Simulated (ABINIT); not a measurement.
## A GW chain in ABINIT: RbBr (Fm-3m)

Aim: the G0W0 gap of RbBr (Fm-3m) on PBE with spin-orbit coupling, step by step.

Program: ABINIT 10.8.3. Level of theory: PBE and many-body steps on it, plane waves. Results are calculated unless marked as measured.

Report form: the programs' logs are mostly left out.

The database entry behind the starting cell differs from later determinations by our own check (about 0.5 % short), so it need not match the best structure at ambient conditions.

### 1. The structure

Symmetry: Fm-3m, No. 225, cubic system. Conventional cell: a = 6.854 Å, b = 6.854 Å, c = 6.854 Å, α = 90.00°, β = 90.00°, γ = 90.00°. Nearest to Rb lie 6 Br at 3.43 Å. Nearest to Br lie 6 Rb at 3.43 Å. Farther neighbours and most contacts between anions are not listed.

The cell and positions come from the Crystallography Open Database and are kept as given unless a step says otherwise.

### 2. Ground state

This step: ABINIT 10.8.3; DFT, PBE with spin-orbit coupling, plane waves, norm-conserving pseudopotentials.

The ground-state density comes first.

The input, run.abi:

```
acell 3*1.0 Angstrom
rprim 
  0.000000000000 3.427000000000 3.427000000000
  3.427000000000 0.000000000000 3.427000000000
  3.427000000000 3.427000000000 -0.000000000000
ntypat 2
znucl 37 35
natom 2
typat 1 2
xred 
  0.000000000000 0.000000000000 0.000000000000
  0.500000000000 0.500000000000 0.500000000000
pp_dirpath "pseudos"
pseudos "Rb.upf, Br.upf"
ecut 19
nspinor 2
ngkpt 4 4 4
nshiftk 1
shiftk 0 0 0
kptopt 1
chksymbreak 0
nband 26
occopt 1
tolvrs 1e-10
nstep 60
prtwf 0
optforces 0
optstress 0
indata_prefix "in"
outdata_prefix "out"
tmpdata_prefix "tmp"
```

Started as:

```console
OMP_NUM_THREADS=1 mpirun -n 4 abinit run.abi > log
```

It took 20 s on 4 MPI ranks of Arm Neoverse N1, shared host; peak memory 0.29 GiB.

This step gave:

- total energy: -1168.4879 eV
- gap: 4.202 eV
- k of the valence top: 0, 0, 0
- k of the conduction bottom: 0, 0, 0
- least direct gap: 4.202 eV

The gap is direct, at Γ.

### 3. Bands along the symmetry lines

Levels along a band path, at the cheap level, show where the edges lie and whether the meshes to come will hold them.

The input, run.abi:

```
acell 3*1.0 Angstrom
rprim 
  0.000000000000 3.427000000000 3.427000000000
  3.427000000000 0.000000000000 3.427000000000
  3.427000000000 3.427000000000 -0.000000000000
ntypat 2
znucl 37 35
natom 2
typat 1 2
xred 
  0.000000000000 0.000000000000 0.000000000000
  0.500000000000 0.500000000000 0.500000000000
pp_dirpath "pseudos"
pseudos "Rb.upf, Br.upf"
ecut 19
nspinor 2
iscf -2
irdden 1
kptopt 0
nkpt 26
kpt 
  0.00000000 0.00000000 0.00000000
  0.12500000 0.00000000 0.12500000
  0.25000000 0.00000000 0.25000000
  0.37500000 0.00000000 0.37500000
  0.50000000 0.00000000 0.50000000
  0.53125000 0.06250000 0.53125000
  0.56250000 0.12500000 0.56250000
  0.59375000 0.18750000 0.59375000
  0.62500000 0.25000000 0.62500000
  0.37500000 0.37500000 0.75000000
  0.28125000 0.28125000 0.56250000
  0.18750000 0.18750000 0.37500000
  0.09375000 0.09375000 0.18750000
  0.00000000 0.00000000 0.00000000
  0.12500000 0.12500000 0.12500000
  0.25000000 0.25000000 0.25000000
  0.37500000 0.37500000 0.37500000
  0.50000000 0.50000000 0.50000000
  0.50000000 0.43750000 0.56250000
  0.50000000 0.37500000 0.62500000
  0.50000000 0.31250000 0.68750000
  0.50000000 0.25000000 0.75000000
  0.50000000 0.18750000 0.68750000
  0.50000000 0.12500000 0.62500000
  0.50000000 0.06250000 0.56250000
  0.50000000 0.00000000 0.50000000
istwfk *1
nband 32
nbdbuf 6
tolwfr 1e-08
nstep 40
prtwf 0
prtvol 0
indata_prefix "in"
outdata_prefix "out"
tmpdata_prefix "tmp"
```

Elapsed: 42 s, on 4 MPI ranks; peak memory 0.3 GiB; 2.8 min of CPU time.

This step gave:

* gap: 4.202 eV
* k of the valence top: 0, 0, 0
* k of the conduction bottom: 0, 0, 0
* least direct gap: 4.202 eV

The gap is 4.202 eV, as in the run before at this level.

The electronic bands at the labelled points (eV, zero at the top of the highest filled band; v1 is the highest filled band, c1 the lowest empty one):

```csv
point,v4,v3,v2,v1,c1,c2,c3,c4
Γ,0.00,0.00,0.00,0.00,4.20,4.20,7.12,7.12
halfway,-0.34,-0.34,-0.10,-0.10,5.56,5.56,6.08,6.08
X,-0.37,-0.37,-0.16,-0.16,5.45,5.45,6.97,6.97
halfway,-0.41,-0.41,-0.23,-0.23,5.65,5.65,7.24,7.24
U,-0.49,-0.49,-0.33,-0.33,6.18,6.18,7.95,7.95
jump to K,-0.49,-0.49,-0.33,-0.33,6.18,6.18,7.95,7.95
halfway,-0.45,-0.45,-0.21,-0.21,5.87,5.87,6.82,6.82
Γ,0.00,0.00,0.00,0.00,4.20,4.20,7.12,7.12
halfway,-0.38,-0.38,-0.19,-0.19,5.47,5.47,6.99,6.99
L,-0.60,-0.60,-0.37,-0.37,6.65,6.65,7.56,7.56
halfway,-0.55,-0.55,-0.36,-0.36,6.81,6.81,7.25,7.25
W,-0.45,-0.45,-0.39,-0.39,6.91,6.91,6.94,6.94
halfway,-0.43,-0.43,-0.27,-0.27,5.85,5.85,7.44,7.44
X,-0.37,-0.37,-0.16,-0.16,5.45,5.45,6.97,6.97
```

### 4. Empty states on the mesh, 4×4×4 mesh, 102 bands

The sums over transitions need many empty states on a uniform mesh; this step solves for them.

The input, run.abi:

```
acell 3*1.0 Angstrom
rprim 
  0.000000000000 3.427000000000 3.427000000000
  3.427000000000 0.000000000000 3.427000000000
  3.427000000000 3.427000000000 -0.000000000000
ntypat 2
znucl 37 35
natom 2
typat 1 2
xred 
  0.000000000000 0.000000000000 0.000000000000
  0.500000000000 0.500000000000 0.500000000000
pp_dirpath "pseudos"
pseudos "Rb.upf, Br.upf"
ecut 19
nspinor 2
ngkpt 4 4 4
nshiftk 1
shiftk 0 0 0
kptopt 1
chksymbreak 0
iscf -2
irdden 1
istwfk *1
nband 102
nbdbuf 8
tolwfr 1e-09
nstep 60
prtvol 0
indata_prefix "in"
outdata_prefix "out"
tmpdata_prefix "tmp"
```

Elapsed: 69 s, on 4 MPI ranks; peak memory 0.33 GiB; 4.6 min of CPU time.

Numbers from this step:

| Quantity | Value |
| --- | --- |
| gap | 4.202 eV |
| k of the valence top | 0, 0, 0 |
| k of the conduction bottom | 0, 0, 0 |
| least direct gap | 4.202 eV |
| k points computed | 8 |
| lowest point of the top converged band, above the valence top | 31.91 eV |

On this mesh the gap is 4.202 eV.

### 5. Screening, 4×4×4 mesh, 94 bands, screening to 98 eV

The RPA dielectric matrix is built and inverted for each q.

This step: RPA screening on PBE with spin-orbit coupling, plane waves, norm-conserving pseudopotentials.

run.abi, as its differences from that of step 4:

```diff
@@ -21,10 +21,11 @@
 chksymbreak 0
-iscf -2
-irdden 1
 istwfk *1
-nband 102
-nbdbuf 8
-tolwfr 1e-09
-nstep 60
-prtvol 0
+occopt 1
+irdwfk 1
+optdriver 3
+nband 94
+ecuteps 3.6
+inclvkb 0
+awtr 1
+symchi 1
 indata_prefix "in"
```

Wall time 1.7 min (4 MPI ranks); peak memory 0.9 GiB; 6.8 min of CPU time.

This step gave:

```yaml
eps_infinity_with_local_fields_on_this_mesh_along_the_program_s_q_direction: 2.314
the_same_without_local_fields: 2.770
plasma_frequency: 16.56 eV
plane_waves_in_the_screening_matrix: 169
```

Local fields lower ε∞ by 16 %.

### 6. Self-energy, 4×4×4 mesh, 94 bands, screening to 98 eV

The self-energy is evaluated for the states that the input lists, and the levels follow from it, in one-shot runs by the linearised quasiparticle equation.

This step: G0W0 on PBE with spin-orbit coupling, plane waves, norm-conserving pseudopotentials.

run.abi, as its differences from that of step 5:

```diff
@@ -24,8 +24,15 @@
 irdwfk 1
-optdriver 3
+optdriver 4
 nband 94
+gwcalctyp 0
+ecutsigx 19
+symsigma 0
+nkptgw 1
+kptgw 
+  0.0000000000 0.0000000000 0.0000000000
+bdgw 
+  13 22
 ecuteps 3.6
-inclvkb 0
-awtr 1
-symchi 1
+irdscr 1
+ppmodel 1
 indata_prefix "in"
```

The job ended after 99 s (4 MPI ranks; peak memory 0.8 GiB; 6.6 min of CPU time).

This step gave:

```yaml
g0w0_gap_on_the_points_computed: 6.361 eV
starting_gap_on_the_mesh: 4.202 eV
k_of_the_valence_top: 0, 0, 0
k_of_the_conduction_bottom: 0, 0, 0
z_at_the_valence_top: 0.821
z_at_the_conduction_bottom: 0.871
least_direct_g0w0_gap_on_the_computed_points: 6.361 eV
```

The gap on the mesh goes from 4.20 eV to 6.36 eV, a correction of +2.16 eV.

Limits: finite bands, cutoff and mesh; screening head approximate. v1 is the top filled band, c1 the lowest empty one. Levels before and after the correction, in eV, zero at the valence-band top of each column:

```csv
,conduction bottom,valence top
Kohn-Sham,4.20,0.00
G0W0,6.36,0.00
```

```csv
,level,energy (eV)
Kohn-Sham,Γ v4-v3,0.000
Kohn-Sham,Γ v2-v1,0.000
Kohn-Sham,Γ c1-c2,4.202
Kohn-Sham,Γ c3-c6,7.116
G0W0,Γ v4-v3,-0.007
G0W0,Γ v2-v1,0.000
G0W0,Γ c1-c2,6.361
G0W0,Γ c3-c6,9.869
```

### 7. Where the time went

Times are wall times on 4 MPI ranks of Arm Neoverse N1, shared host, good to a factor of about two.

```csv
step,time,share,memory (GiB)
ground state,20 s,6 %,0.29
bands along the symmetry lines,42 s,13 %,0.3
empty states on the mesh,69 s,21 %,0.33
screening,1.7 min,31 %,0.9
self-energy,99 s,30 %,0.8
```

### 8. What came out

```json
{
 "PBE gap": "4.20 eV, direct",
 "G0W0 gap on the mesh": "6.36 eV",
 "GW settings": "4×4×4 mesh, 94 bands, screening to 98 eV, Godby-Needs plasmon pole",
 "known limits": "not at the basis limit; screening head approximate"
}
```

In words: G0W0 moves the gap on the mesh from 4.20 eV to 6.36 eV (+2.16 eV), with Z of 0.82 and 0.87 at the edges. Local fields lower the RPA ε∞ on this mesh from 2.77 to 2.31. Only 1 of the mesh's irreducible points was corrected, so a valley elsewhere could overtake. Bands and cutoff are finite, so the gap is not at the basis limit. The miss can reach some tenths of an eV and take either sign; the mesh is an error of its own. In the G0W0 run levels were corrected at 1 k point alone, so a gap called «on the mesh» is the least over those, and an edge elsewhere would be missed. The long-wavelength limit of the screening leaves out the non-local commutator, which shifts ε∞.

[Paths, hosts, dates, memory and timing lines, banners, echoed tables and standing remarks are left out of the program output.]

[Logs are printed without paths, hosts, clocks, repeated set-up lines and the standing remarks that a program may print on its own settings, such as how far it seeks lower states.]

[Runs of the session that timed out or met a known fault of the program may be left out.]

[Hosts, paths, dates, database ids (printed as entryN), source tags and the programs' standing remarks are cut or masked in the printed files.]

[G0W0 gaps are taken among the corrected bands and points alone; a level outside them can change the order at an edge.]

[Where Ansatz stands beside ABINIT at settings called matched, ABINIT's density can come from a denser mesh and the files from another edition; pairs whose starting gaps differed by over 0.03 eV were left out, so agreement reads better than it is.]
